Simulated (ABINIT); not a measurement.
The system is TiB2.

```xyz
3
Lattice="3.0292 0.0000 0.0000 -1.5146 2.6234 0.0000 0.0000 0.0000 3.2284" Properties=species:S:1:pos:R:3 pbc="T T T"
Ti    0.0000    0.0000    0.0000
B     1.5146    0.8745    1.6142
B     0.0000    1.7489    1.6142
```

Base run:

* Program: ABINIT 10.8.3 (patched build)
* Functional: PBE
* Potentials or basis: Ansatz PAW PBE default generated set, frozen core
* Cutoff: 381 eV
* k mesh: 8 × 8 × 6
* Occupations: fermi-dirac, width 0.05 eV
* Spin: no spin polarisation

Its results: band gap on the k mesh none (metal or under the smearing width); pressure -0.5 GPa.

Problem. After a change of settings the same cell gave: band gap on the k mesh none (metal or under the smearing width); pressure -4.9 GPa. Which change was it?
A. potentials or basis from Ansatz PAW PBE default generated set, frozen core to PseudoDojo NC SR PBE v0.5 stringent; cutoff from 381 eV to 1034 eV
B. functional from PBE to PBEsol; potentials or basis from Ansatz PAW PBE default generated set, frozen core to PseudoDojo NC SR PBEsol v0.4 stringent; cutoff from 381 eV to 1034 eV
C. functional from PBE to RPBE; potentials or basis from Ansatz PAW PBE default generated set, frozen core to PseudoDojo NC SR PBE v0.5 stringent; cutoff from 381 eV to 1034 eV

Solution. B.

Caveats: the atomic spheres overlap (some runs).

Not every run made on this cell is shown here.
